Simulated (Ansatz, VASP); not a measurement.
# Ta2Se in two plane-wave programs, part 2 of 2

Wanted: the spread between two codes on one cell, functional and k mesh. The structure shown comes from an earlier Ansatz run, which isn't shown and may have moved the atoms alone.

VASP 6.6.1 and Ansatz 0.2.0.

So far: Starting point; Ansatz: elastic constants, LDA.

## 3. VASP: elastic constants, LDA

Level of this step: LDA; plane waves and PAW (Ta_pv, Se) (VASP).

The same cell, functional (in two slightly different forms), mesh and smearing now go to VASP, with its own data sets.

Lines of VASP's logs that name or quote its potential files are left out, and so is its time.

INCAR

```
SYSTEM = Ta2Se
PREC = Accurate
ENCUT = 500
EDIFF = 1E-08
NELM = 120
ISMEAR = 1
SIGMA = 0.25
LREAL = .FALSE.
ALGO = Normal
GGA = CA
NBANDS = 34
LASPH = .TRUE.
LORBIT = 11
LWAVE = .FALSE.
LCHARG = .FALSE.
ISIF = 3
IBRION = 6
NFREE = 2
POTIM = 0.015
NSW = 1
GGA_COMPAT = .FALSE.
KPAR = 2
```

POSCAR

```
Ta2Se
1.0
    3.3271799482      0.0000000000      0.0000000000
    0.0000000000      3.3271799482      0.0000000000
    0.0000000000      0.0000000000      9.6296256330
Ta Se
4 2
Direct
    0.5000000000      0.0000000000      0.7506206317
    0.0000000000      0.5000000000      0.2493793683
    0.5000000000      0.0000000000      0.0781482587
    0.0000000000      0.5000000000      0.9218517413
    0.5000000000      0.0000000000      0.3709026935
    0.0000000000      0.5000000000      0.6290973065
```

KPOINTS

```
Automatic mesh
0
Gamma
4 4 4
0 0 0
```

The projector-augmented-wave data sets are Ta_pv and Se (LDA family, release 64).

Command:

```sh
$ mpirun -np 2 vasp_std
```

Numbers of over 12 decimals in the logs are rounded to 6 here.

The program printed:

```text
[banner, memory and clock lines left out]
running    2 mpi-ranks, on    1 nodes
 distrk:  each k-point on    1 cores,    2 groups
 distr:  one band on    1 cores,    1 groups

 POSCAR found type information on POSCAR TaSe
 POSCAR found :  2 types and       6 ions
 LDA part: xc-table for (Slater(with rela. corr.)+CA(PZ))
 , standard interpolation
 POSCAR, INCAR and KPOINTS ok, starting setup
 FFT: planning ... GRIDC
 FFT: planning ... GRID_SOFT
 FFT: planning ... GRID
 WAVECAR not read
 entering main loop
       N       E                     dE             d eps       ncg     rms          rms(c)
DAV:   1     0.510275676477E+03    0.51028E+03   -0.29803E+04  1224   0.160E+03
DAV:   2    -0.388671710631E+02   -0.54914E+03   -0.54059E+03  1398   0.450E+02
DAV:   3    -0.658547495109E+02   -0.26988E+02   -0.26664E+02  1632   0.846E+01
DAV:   4    -0.663886245460E+02   -0.53388E+00   -0.53005E+00  1544   0.116E+01
DAV:   5    -0.664017911471E+02   -0.13167E-01   -0.13115E-01  1628   0.147E+00    0.308E+01
DAV:   6    -0.639028745930E+02    0.24989E+01   -0.29250E+01  1622   0.312E+01    0.151E+01
DAV:   7    -0.635962661840E+02    0.30661E+00   -0.24336E+01  1630   0.174E+01    0.924E+00
DAV:   8    -0.624561139469E+02    0.11402E+01   -0.63706E+00  1536   0.133E+01    0.102E+00
DAV:   9    -0.624794208407E+02   -0.23307E-01   -0.33690E-01  1520   0.312E+00    0.621E-01
DAV:  10    -0.624772705342E+02    0.21503E-02   -0.14195E-02  1486   0.661E-01    0.239E-01
DAV:  11    -0.624768555119E+02    0.41502E-03   -0.19841E-03  1584   0.228E-01    0.886E-02
DAV:  12    -0.624768220833E+02    0.33429E-04   -0.29769E-04  1542   0.940E-02    0.180E-02
DAV:  13    -0.624768214375E+02    0.64579E-06   -0.70831E-05  1600   0.450E-02    0.100E-02
DAV:  14    -0.624768191424E+02    0.22951E-05   -0.26833E-05  1530   0.245E-02    0.309E-03
DAV:  15    -0.624768189113E+02    0.23110E-06   -0.27489E-06  1550   0.870E-03    0.143E-03
DAV:  16    -0.624768188939E+02    0.17407E-07   -0.16381E-07  1460   0.228E-03    0.489E-04
DAV:  17    -0.624768188935E+02    0.44474E-09   -0.22045E-08  1100   0.874E-04
   1 F= -.62476819E+02 E0= -.62486017E+02  d E =0.275949E-01
[... from here on, the cycles between the ionic steps are left out ...]
   2 F= -.62460640E+02 E0= -.62469890E+02  d E =0.277488E-01
   3 F= -.62441696E+02 E0= -.62449212E+02  d E =0.225482E-01
  18 F= -.62475716E+02 E0= -.62484908E+02  d E =0.275750E-01
  19 F= -.62475716E+02 E0= -.62484908E+02  d E =0.275746E-01
  20 F= -.62474562E+02 E0= -.62483420E+02  d E =0.265735E-01
  21 F= -.62474865E+02 E0= -.62484407E+02  d E =0.286252E-01
  22 F= -.62475945E+02 E0= -.62485136E+02  d E =0.275747E-01
  23 F= -.62475945E+02 E0= -.62485136E+02  d E =0.275748E-01
  24 F= -.62476673E+02 E0= -.62485721E+02  d E =0.271439E-01
 Finite differences progress:
  Degree of freedom:  12/ 12
  Displacement:        1/  2
  Total:              23/ 24
 bond charge predicted
       N       E                     dE             d eps       ncg     rms          rms(c)
DAV:   1    -0.624717858275E+02    0.48868E-02   -0.76511E-01  1280   0.260E+00    0.440E-01
DAV:   2    -0.624750185117E+02   -0.32327E-02   -0.37479E-02  1544   0.705E-01    0.156E-01
DAV:   3    -0.624750030780E+02    0.15434E-04   -0.43851E-03  1636   0.352E-01    0.124E-01
DAV:   4    -0.624748506438E+02    0.15243E-03   -0.16223E-03  1620   0.212E-01    0.826E-02
DAV:   5    -0.624748365712E+02    0.14073E-04   -0.17289E-04  1442   0.631E-02    0.155E-02
DAV:   6    -0.624748349541E+02    0.16172E-05   -0.30915E-05  1516   0.378E-02    0.973E-03
DAV:   7    -0.624748338618E+02    0.10923E-05   -0.64604E-06  1554   0.129E-02    0.660E-03
DAV:   8    -0.624748334049E+02    0.45690E-06   -0.27902E-06  1528   0.833E-03    0.314E-03
DAV:   9    -0.624748333678E+02    0.37042E-07   -0.34937E-07  1522   0.303E-03    0.926E-04
DAV:  10    -0.624748333669E+02    0.95042E-09   -0.23409E-08  1156   0.907E-04
  25 F= -.62474833E+02 E0= -.62484157E+02  d E =0.279703E-01
 Finite differences progress:
  Degree of freedom:  12/ 12
  Displacement:        2/  2
  Total:              24/ 24
```

From OUTCAR (step 3):

```text
ion  position               nearest neighbor table
   1  0.500  0.000  0.751-   6 2.63   6 2.63   6 2.63   6 2.63   4 2.87   4 2.87   4 2.87   4 2.87
                             3 3.15
   2  0.000  0.500  0.249-   5 2.63   5 2.63   5 2.63   5 2.63   3 2.87   3 2.87   3 2.87   3 2.87
                             4 3.15
   3  0.500  0.000  0.078-   4 2.79   4 2.79   4 2.79   4 2.79   5 2.82   2 2.87   2 2.87   2 2.87
                             2 2.87   1 3.15
   4  0.000  0.500  0.922-   3 2.79   3 2.79   3 2.79   3 2.79   6 2.82   1 2.87   1 2.87   1 2.87
                             1 2.87   2 3.15
   5  0.500  0.000  0.371-   2 2.63   2 2.63   2 2.63   2 2.63   3 2.82
   6  0.000  0.500  0.629-   1 2.63   1 2.63   1 2.63   1 2.63   4 2.82

  LATTYP: Found a simple tetragonal cell.
 ALAT       =     3.3271799482
 C/A-ratio  =     2.8942304844

 Subroutine GETGRP returns: Found 16 space group operations
 (whereof  8 operations were pure point group operations)

The static configuration has the point symmetry D_2d.
 The point group associated with its full space group is D_4h.

 Found     18 irreducible k-points:

   k-points           NKPTS =     18   k-points in BZ     NKDIM =     18   number of bands    NBANDS=     34

   dimension x,y,z NGX =    24 NGY =   24 NGZ =   70
   dimension x,y,z NGXF=    48 NGYF=   48 NGZF=  140

   ENCUT  =  500.0 eV  36.75 Ry    6.06 a.u.   6.07  6.07 17.56*2*pi/ulx,y,z

   NELECT =      56.0000    total number of electrons

 k-points in reciprocal lattice and weights: Automatic mesh
   0.00000000  0.00000000  0.00000000       0.016
   0.25000000  0.00000000  0.00000000       0.062
   0.50000000  0.00000000  0.00000000       0.031
   0.25000000  0.25000000  0.00000000       0.062
   0.50000000  0.25000000  0.00000000       0.062
   0.50000000  0.50000000  0.00000000       0.016
   0.00000000  0.00000000  0.25000000       0.031
   0.25000000  0.00000000  0.25000000       0.125
   0.50000000  0.00000000  0.25000000       0.062
[...]
0.50000000  0.25000000  0.50000000       0.062
   0.50000000  0.50000000  0.50000000       0.016

 average (electrostatic) potential at core
       1 -36.6454       2 -36.6413       3 -35.7424       4 -35.7470       5 -58.8197
       6 -58.8106

 E-fermi :   6.9834

 k-point     1 :       0.0000    0.0000    0.0000
  band No.  band energies     occupation
    ...
     24       4.3092      2.00000
     25       5.4254      2.00000
     26       6.7527      2.03035
     27       7.0096      0.82371
     28       7.0096      0.82371
     29       7.3303     -0.06443
     30       7.3303     -0.06443
     31       7.5968     -0.00284
     32       8.1008     -0.00000
     33       8.8216     -0.00000
    ...

 k-point     2 :       0.2500    0.0000    0.0000
  band No.  band energies     occupation
    ...
     25       5.3997      2.00000
     26       5.5498      2.00000
     27       6.4387      2.00860
     28       6.7285      2.05410
     29       6.9114      1.46599
     30       7.3202     -0.06702
     31       7.8468     -0.00001
     32       8.0107     -0.00000
     33       8.2717     -0.00000
     34       8.7755     -0.00000

 k-point     3 :       0.5000    0.0000    0.0000
  band No.  band energies     occupation
    ...
     24       5.4266      2.00000
     25       5.4373      2.00000
     26       5.4376      2.00000
     27       5.7786      2.00000
     28       5.7841      2.00000
     29       7.4336     -0.02880
     30       7.4371     -0.02774
     31       8.1302     -0.00000
     32       8.1510     -0.00000
     33       9.4830     -0.00000
    ...

 Eigenvectors and eigenvalues of the dynamical matrix
 ----------------------------------------------------

   1 f  =    6.372110 THz    40.037148 2PiTHz  212.550712 cm-1    26.352918 meV
             X         Y         Z           dx          dy          dz
      1.663590  0.000000  7.228196    -0.000000    0.000000   -0.063769
      0.000000  1.663590  2.401430     0.000000   -0.000000    0.063769
      1.663590  0.000000  0.752538     0.000000   -0.000000    0.494812
      0.000000  1.663590  8.877087    -0.000000    0.000000   -0.494812
      1.663590  0.000000  3.571654    -0.000000    0.000000   -0.501093
      0.000000  1.663590  6.057972     0.000000   -0.000000    0.501093

   2 f  =    6.044640 THz    37.979596 2PiTHz  201.627501 cm-1    24.998613 meV
             X         Y         Z           dx          dy          dz
      1.663590  0.000000  7.228196     0.138911   -0.306840   -0.000000
      0.000000  1.663590  2.401430    -0.138911    0.306840    0.000000
      1.663590  0.000000  0.752538    -0.034951    0.077203   -0.000000
      0.000000  1.663590  8.877087     0.034951   -0.077203    0.000000
      1.663590  0.000000  3.571654     0.254023   -0.561109   -0.000000
      0.000000  1.663590  6.057972    -0.254023    0.561109    0.000000

   3 f  =    6.044640 THz    37.979596 2PiTHz  201.627501 cm-1    24.998613 meV
             X         Y         Z           dx          dy          dz
      1.663590  0.000000  7.228196     0.306840    0.138911    0.000000
      0.000000  1.663590  2.401430    -0.306840   -0.138911    0.000000
      1.663590  0.000000  0.752538    -0.077203   -0.034951    0.000000
      0.000000  1.663590  8.877087     0.077203    0.034951   -0.000000
      1.663590  0.000000  3.571654     0.561109    0.254023    0.000000
      0.000000  1.663590  6.057972    -0.561109   -0.254023   -0.000000

   4 f  =    5.924980 THz    37.227746 2PiTHz  197.636051 cm-1    24.503736 meV
             X         Y         Z           dx          dy          dz
      1.663590  0.000000  7.228196     0.000000   -0.000000    0.354483
      0.000000  1.663590  2.401430    -0.000000    0.000000   -0.354483
      1.663590  0.000000  0.752538    -0.000000    0.000000    0.457307
      0.000000  1.663590  8.877087     0.000000   -0.000000   -0.457307
      1.663590  0.000000  3.571654     0.000000   -0.000000    0.406463
      0.000000  1.663590  6.057972    -0.000000    0.000000   -0.406463

   5 f  =    5.530934 THz    34.751881 2PiTHz  184.492087 cm-1    22.874093 meV
             X         Y         Z           dx          dy          dz
      1.663590  0.000000  7.228196     0.000000   -0.000000   -0.229880
      0.000000  1.663590  2.401430     0.000000    0.000000   -0.229880
      1.663590  0.000000  0.752538     0.000000    0.000000   -0.193029
      0.000000  1.663590  8.877087     0.000000   -0.000000   -0.193029
      1.663590  0.000000  3.571654    -0.000000   -0.000000    0.640230
      0.000000  1.663590  6.057972    -0.000000    0.000000    0.640230

   6 f  =    5.089191 THz    31.976333 2PiTHz  169.757156 cm-1    21.047195 meV
             X         Y         Z           dx          dy          dz
      1.663590  0.000000  7.228196     0.094972   -0.330146    0.000000
      0.000000  1.663590  2.401430     0.094972   -0.330146    0.000000
      1.663590  0.000000  0.752538     0.017341   -0.060282   -0.000000
      0.000000  1.663590  8.877087     0.017341   -0.060282   -0.000000
      1.663590  0.000000  3.571654    -0.169981    0.590894   -0.000000
      0.000000  1.663590  6.057972    -0.169981    0.590894   -0.000000

   7 f  =    5.089191 THz    31.976333 2PiTHz  169.757156 cm-1    21.047195 meV
             X         Y         Z           dx          dy          dz
      1.663590  0.000000  7.228196     0.330146    0.094972   -0.000000
      0.000000  1.663590  2.401430     0.330146    0.094972   -0.000000
      1.663590  0.000000  0.752538     0.060282    0.017341    0.000000
      0.000000  1.663590  8.877087     0.060282    0.017341    0.000000
      1.663590  0.000000  3.571654    -0.590894   -0.169981   -0.000000
      0.000000  1.663590  6.057972    -0.590894   -0.169981   -0.000000

   8 f  =    4.997236 THz    31.398562 2PiTHz  166.689863 cm-1    20.666900 meV
             X         Y         Z           dx          dy          dz
      1.663590  0.000000  7.228196     0.000000    0.000000    0.491867
      0.000000  1.663590  2.401430     0.000000    0.000000    0.491867
      1.663590  0.000000  0.752538     0.000000    0.000000   -0.507453
      0.000000  1.663590  8.877087     0.000000    0.000000   -0.507453
      1.663590  0.000000  3.571654    -0.000000   -0.000000    0.023612
      0.000000  1.663590  6.057972    -0.000000   -0.000000    0.023612

   9 f  =    4.896093 THz    30.763058 2PiTHz  163.316073 cm-1    20.248603 meV
             X         Y         Z           dx          dy          dz
      1.663590  0.000000  7.228196    -0.043708   -0.184352    0.000000
      0.000000  1.663590  2.401430     0.043708    0.184352    0.000000
      1.663590  0.000000  0.752538    -0.157145   -0.662806   -0.000000
      0.000000  1.663590  8.877087     0.157145    0.662806    0.000000
      1.663590  0.000000  3.571654     0.002280    0.009617   -0.000000
      0.000000  1.663590  6.057972    -0.002280   -0.009617    0.000000

  10 f  =    4.896093 THz    30.763058 2PiTHz  163.316073 cm-1    20.248603 meV
             X         Y         Z           dx          dy          dz
      1.663590  0.000000  7.228196     0.184352   -0.043708    0.000000
      0.000000  1.663590  2.401430    -0.184352    0.043708    0.000000
      1.663590  0.000000  0.752538     0.662806   -0.157145   -0.000000
      0.000000  1.663590  8.877087    -0.662806    0.157145   -0.000000
      1.663590  0.000000  3.571654    -0.009617    0.002280    0.000000
      0.000000  1.663590  6.057972     0.009617   -0.002280    0.000000

  11 f  =    3.015535 THz    18.947163 2PiTHz  100.587409 cm-1    12.471244 meV
             X         Y         Z           dx          dy          dz
      1.663590  0.000000  7.228196     0.000000    0.000000    0.608502
      0.000000  1.663590  2.401430     0.000000   -0.000000   -0.608502
      1.663590  0.000000  0.752538    -0.000000   -0.000000   -0.214549
      0.000000  1.663590  8.877087    -0.000000    0.000000    0.214549
      1.663590  0.000000  3.571654     0.000000    0.000000   -0.289298
      0.000000  1.663590  6.057972    -0.000000    0.000000    0.289298

  12 f  =    2.425287 THz    15.238530 2PiTHz   80.898879 cm-1    10.030178 meV
             X         Y         Z           dx          dy          dz
      1.663590  0.000000  7.228196     0.406438   -0.110524   -0.000000
      0.000000  1.663590  2.401430     0.406438   -0.110524    0.000000
      1.663590  0.000000  0.752538    -0.519693    0.141321    0.000000
      0.000000  1.663590  8.877087    -0.519693    0.141321   -0.000000
      1.663590  0.000000  3.571654     0.174068   -0.047335    0.000000
      0.000000  1.663590  6.057972     0.174068   -0.047335   -0.000000

  13 f  =    2.425287 THz    15.238530 2PiTHz   80.898879 cm-1    10.030178 meV
             X         Y         Z           dx          dy          dz
      1.663590  0.000000  7.228196    -0.110524   -0.406438    0.000000
      0.000000  1.663590  2.401430    -0.110524   -0.406438   -0.000000
      1.663590  0.000000  0.752538     0.141321    0.519693   -0.000000
      0.000000  1.663590  8.877087     0.141321    0.519693   -0.000000
      1.663590  0.000000  3.571654    -0.047335   -0.174068    0.000000
      0.000000  1.663590  6.057972    -0.047335   -0.174068    0.000000
    [... 43 further lines ...]
      1.663590  0.000000  3.571654    -0.293275   -0.058311   -0.000000
      0.000000  1.663590  6.057972    -0.293275   -0.058311   -0.000000

 ELASTIC MODULI CONTR FROM IONIC RELAXATION (kBar)
 Direction    XX          YY          ZZ          XY          YZ          ZX
 --------------------------------------------------------------------------------
 XX        -277.0424   -277.0424   -693.4875      0.0000      0.0000      0.0000
 YY        -277.0424   -277.0424   -693.4875      0.0000      0.0000      0.0000
 ZZ        -693.4875   -693.4875  -2201.7393      0.0000      0.0000      0.0000
 XY           0.0000      0.0000      0.0000      0.0000      0.0000      0.0000
 YZ           0.0000      0.0000      0.0000      0.0000   -277.0083      0.0000
 ZX           0.0000      0.0000      0.0000      0.0000      0.0000   -277.0084
 --------------------------------------------------------------------------------

 TOTAL ELASTIC MODULI (kBar)
 Direction    XX          YY          ZZ          XY          YZ          ZX
 --------------------------------------------------------------------------------
 XX        3118.7386   1278.5355    387.1444      0.0000      0.0000      0.0000
 YY        1278.5355   3118.7386    387.1444      0.0000      0.0000      0.0000
 ZZ         387.1444    387.1444    865.4767      0.0000      0.0000      0.0000
 XY           0.0000      0.0000      0.0000   1044.5766      0.0000      0.0000
 YZ           0.0000      0.0000      0.0000      0.0000    276.1758      0.0000
 ZX           0.0000      0.0000      0.0000      0.0000      0.0000    276.1760
 --------------------------------------------------------------------------------

 total charge
# of ion       s       p       d       tot
------------------------------------------
    1        0.325   6.166   2.463   8.954
    2        0.325   6.166   2.463   8.954
    3        0.362   6.185   2.471   9.018
    4        0.362   6.185   2.471   9.018
    5        1.468   2.397   0.085   3.950
    6        1.468   2.397   0.085   3.950
--------------------------------------------------
tot          4.310  29.495  10.040  43.844

[... 3 further parts left out ...]
```

CONTCAR:

```
Ta2Se
   1.00000000000000
     3.3271799482000000    0.0000000000000000    0.0000000000000000
     0.0000000000000000    3.3271799482000000    0.0000000000000000
     0.0000000000000000    0.0000000000000000    9.6296256329999999
  Ta              Se
     4     2
Direct
     0.5000000000000000    0.0000000000000000    0.7506206317000021
     0.0000000000000000    0.5000000000000000    0.2493793682999979
     0.5000000000000000    0.0000000000000000    0.0781482586999971
     0.0000000000000000    0.5000000000000000    0.9218517413000029
     0.5000000000000000    0.0000000000000000    0.3693450005458109
     0.0000000000000000    0.5000000000000000    0.6290973065000003
```

Levels, forces or a CONTCAR printed for this step are those of its last displaced cell, not of the structure at rest.

## 4. Side by side

Known differences besides the potentials themselves: the two LDA forms differ slightly; the data sets hold 84 valence electrons in Ansatz (on its default PAW (the set named soft_2) files) and 56 in VASP; the cutoff is 420 eV in Ansatz and 500 eV in VASP; VASP's log shows a relativistic correction to its local exchange, Ansatz's none; VASP takes each elastic constant from one size of strain, Ansatz from those that its log lists. Total energies have different zeros and are not compared.

Compared:

```
 quantity  Ansatz   VASP  difference
C11 (GPa)   309.8  311.9     -0.68 %
C22 (GPa)   309.8  311.9     -0.68 %
C33 (GPa)    89.2   86.5     +3.05 %
C12 (GPa)   126.5  127.8     -1.02 %
C13 (GPa)    34.3   38.7    -11.40 %
C23 (GPa)    34.3   38.7    -11.40 %
C44 (GPa)    26.0   27.6     -5.78 %
C55 (GPa)    26.0   27.6     -5.78 %
C66 (GPa)   105.9  104.5     +1.37 %
```

## 5. Outcome

```json
{"difference in C13 (elastic constants, LDA)": "-11 %"}
```

**Reading.** The difference in C13 is -11 % (elastic constants, LDA), beyond the 5 % picked in this series as the mark of a large difference. The data sets hold unlike numbers of valence electrons (84 in Ansatz and 56 in VASP), so part of the differences comes from the potentials. How closely two codes agree says nothing of how well the functional describes the real material.

[Lines on the potential files, build, host, timing and source positions are cut from VASP's logs without a mark.]

[Logs are printed without paths, hosts, clocks, repeated set-up lines and the standing remarks that a program may print on its own settings, such as how far it seeks lower states.]

[Hosts, paths, dates, database ids (printed as entryN), source tags and the programs' standing remarks are cut or masked in the printed files.]
